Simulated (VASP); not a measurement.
# CdO (Fm-3m) in VASP: notebook, part 3 of 3

VASP 6.6.1. The steps go on from the part before.

## 5. Relaxation of cell and atoms, PBE+D3(BJ), target pressure 112.5 GPa, at which the enthalpy is minimised

This run uses another cell than the first one, of 9.36 Å³/atom, 0.930 times its volume.

The input, INCAR:

```
ALGO = Normal ; EDIFF = 1E-7
EDIFFG = -0.002 ; ENCUT = 520
GGA = PE ; IBRION = 2
ISIF = 3 ; ISMEAR = 0
IVDW = 12 ; LASPH = T
LCHARG = F ; LREAL = F
LWAVE = F ; NELM = 100
NSW = 80 ; PREC = Accurate
PSTRESS = 1125.0 ; SIGMA = 0.1
```

The input, KPOINTS:

```
k-points
0
Gamma
  16 16 16
```

The input, POSCAR:

```
CdO                                     
1.0
   -0.0000000000      2.1072292048      2.1072292048
    2.1072292048      0.0000000000      2.1072292048
    2.1072292048      2.1072292048     -0.0000000000
  Cd              O             
     1     1
Direct
     0.0000000000000000    0.0000000000000000    0.0000000000000000
     0.5000000000000000    0.5000000000000000    0.5000000000000000
```

Potentials or basis: VASP PAW PBE potentials, release 64 (Cd, O).

Run with:

```console
$ cat potpaw_PBE.64/Cd/POTCAR potpaw_PBE.64/O/POTCAR > POTCAR
$ mpirun -np 1 vasp_std > vasp.out
```

OUTCAR:

```text
EDIFF = 1E-7
   EDIFFG = -0.002
   ENCUT = 520
   GGA = PE
   IBRION = 2
   ISIF = 3
   ISMEAR = 0
   IVDW = 12
   LASPH = T
   LREAL = F
   NELM = 100
   NSW = 80
   PREC = Accurate
   PSTRESS = 1125.0
 IVDW          = 12

 ion  position               nearest neighbor table
   1  0.000  0.000  0.000-   2 2.11   2 2.11   2 2.11   2 2.11   2 2.11   2 2.11
   2  0.500  0.500  0.500-   1 2.11   1 2.11   1 2.11   1 2.11   1 2.11   1 2.11

  LATTYP: Found a face centered cubic cell.
 ALAT       =     4.2144584096

  Lattice vectors:

 A1 = (   0.0000000000,   2.1072292048,   2.1072292048)
 A2 = (   2.1072292048,   0.0000000000,   2.1072292048)
 A3 = (   2.1072292048,   2.1072292048,   0.0000000000)

Analysis of symmetry for initial positions (statically):
=====================================================================
 Subroutine PRICEL returns:
 Original cell was already a primitive cell.

 Routine SETGRP: Setting up the symmetry group for a
 face centered cubic supercell.

 Subroutine GETGRP returns: Found 48 space group operations
 (whereof 48 operations were pure point group operations)
 out of a pool of 48 trial point group operations.

The static configuration has the point symmetry O_h .

Analysis of symmetry for dynamics (positions and initial velocities):
=====================================================================
 Subroutine PRICEL returns:
 Original cell was already a primitive cell.

 Routine SETGRP: Setting up the symmetry group for a
 face centered cubic supercell.

 Subroutine GETGRP returns: Found 48 space group operations
 (whereof 48 operations were pure point group operations)
 out of a pool of 48 trial point group operations.

The dynamic configuration has the point symmetry O_h .

 Subroutine INISYM returns: Found 48 space group operations
 (whereof 48 operations are pure point group operations),
 and found     1 'primitive' translations

----------------------------------------------------------------------------------------

                                     Primitive cell

[... 105 lines left out ...]
   ISMEAR =     0;   SIGMA  =   0.10  broadening in eV -4-tet -1-fermi 0-gaus
   EFERMI_NEDOS =   21; number of points for ismear=-14 and -15
   IALGO  =     38    algorithm
   IMIX   =      4    mixing-type and parameters
     AMIX     =   0.40;   BMIX     =  1.00
     AMIX_MAG =   1.60;   BMIX_MAG =  1.00
  volume/ion in A,a.u.               =       9.36        63.14
  Fermi-wavevector in a.u.,A,eV,Ry     =   1.616009  3.053815 35.531431  2.611486
  Thomas-Fermi vector in A             =   2.710665
   LORBIT       =      0    0 simple, 1 ext, 2 COOP (PROOUT), +10 PAW based schemes
   GGA     = PE    functional components
   LHFCALC =     F    Hartree Fock is set to
   AEXX    =    0.0000 exact exchange contribution
   IVDW    =    12    specifies the selected vdW correction
   LEPSILON=     F    determine dielectric tensor
   LRPA    =     F    only Hartree local field effects (RPA)
 conjugate gradient relaxation of ions
 non-spin polarized calculation
 Gauss-broadening in eV      SIGMA  =   0.10
  energy-cutoff  :      520.00
  volume of cell :       18.71
 maximum number of plane-waves:       531
 NGX is ok and might be reduce to    24
   NGX = 11   NGY = 11   NGZ = 11

--------------------------------------- Ionic step        1  -------------------------------------------

 number of electron      18.0000010 magnetization

 Free energy of the ion-electron system (eV)
  ---------------------------------------------------
  ext. energy  EPLUGINS =         0.00000000
  ---------------------------------------------------
  free energy    TOTEN  =        -5.48359841 eV

  energy without entropy =       -5.48358395  energy(sigma->0) =       -5.48359118

------------------------ aborting loop because EDIFF is reached ----------------------------------------

 Edisp (eV)   -0.81886

 E8    (eV) :    -0.3281
[... 75 lines left out ...]
--------------------------------------- Ionic step        3  -------------------------------------------

 number of electron      18.0000010 magnetization

 Free energy of the ion-electron system (eV)
  ---------------------------------------------------
  ext. energy  EPLUGINS =         0.00000000
  ---------------------------------------------------
  free energy    TOTEN  =        -5.48491821 eV

  energy without entropy =       -5.48490370  energy(sigma->0) =       -5.48491096

 E-fermi :   6.2151     XC(G=0): -13.6572

 val. band max:        6.0347586805   @ k =   0.5000   0.0000   0.0000
 cond. band min:       6.3117728160   @ k =   0.0000   0.0000   0.0000
 fundamental gap:      0.2770141355
 Fermi energy:         6.2150984683

 k-point     1 :       0.0000    0.0000    0.0000
  band No.  band energies     occupation
      1     -14.6813      2.00000
      2      -2.0140      2.00000
      3      -2.0140      2.00000
      4      -2.0140      2.00000
      5      -1.4010      2.00000
      6      -1.4010      2.00000
      7       2.9351      2.00000
      8       2.9351      2.00000
      9       2.9351      2.00000
     10       6.3118      0.17157
     11      20.9242      0.00000
     12      25.3416      0.00000
     13      25.3416      0.00000
[... 354 lines left out ...]
  band No.  band energies     occupation
      1     -14.5413      2.00000
      2      -2.1295      2.00000
      3      -2.0548      2.00000
      4      -1.9526      2.00000
      5      -1.7849      2.00000
      6      -1.4671      2.00000
      7       2.4114      2.00000
      8       2.9702      2.00000
      9       3.4910      2.00000
     10       7.2493      0.00000
     11      20.3080      0.00000
     12      23.9699      0.00000
     13      25.3007      0.00000

 [... further k-points ...]

------------------------ aborting loop because EDIFF is reached ----------------------------------------

 Edisp (eV)   -0.81878

 E8    (eV) :    -0.3281
[... 29 lines left out ...]
  energy  without entropy=       -6.3036807011  energy(sigma->0) =       -6.30368796

  enthalpy is  TOTEN    =         6.8379047213 eV   P V=       13.1415999313

 reached required accuracy - stopping structural energy minimisation
```

It took 68 s on 1 thread of Intel Xeon Platinum 8259CL at 2.50GHz (Skylake/Cascade Lake), shared host; peak memory 0.18 GiB.

What came out:

```yaml
Free_energy: -6.3037 eV
Energy_change_on_relaxing_the_enthalpy_is_what_falls: -0.6 meV/atom
Ionic_steps: 3
Pressure_after_relaxing: 112.5 GPa
Band_gap_on_the_k_mesh: 0.28 eV, indirect (least direct gap 3.38 eV)
Dispersion_energy_per_atom: -0.409 eV
```

The path:
| step | energy change (eV) | largest force (eV/Å) | pressure (GPa) | volume (Å³) |
| --- | --- | --- | --- | --- |
| 1 | 0.0000 | 0.0000 | 112.56 | 18.71 |
| 2 | -0.0069 | 0.0000 | 112.25 | 18.72 |
| 3 | -0.0012 | 0.0000 | 112.51 | 18.72 |

Final structure:
```
CELL_PARAMETERS angstrom
0.00000 2.10730 2.10730
2.10730 0.00000 2.10730
2.10730 2.10730 0.00000
ATOMIC_POSITIONS crystal
Cd 0.00000 0.00000 0.00000
O 0.50000 0.50000 0.50000
```

Levels at points of the mesh, in eV from the valence-band top:
```tsv
k point	band 5	band 6	band 7	band 8	band 9	band 10	band 11	band 12	band 13
(0.00, 0.00, 0.00)	-7.44	-7.44	-3.10	-3.10	-3.10	0.28	14.89	19.31	19.31
(0.50, 0.00, 0.00)	-6.88	-6.88	-4.69	0.00	0.00	4.27	9.65	13.35	13.35
(0.50, 0.50, 0.00)	-6.56	-6.56	-5.53	-4.48	-4.48	5.22	9.79	12.39	16.24
```

Caveat: the cell is relaxed towards a set pressure, so the enthalpy falls and the energy may rise. A k mesh can miss the band edges.
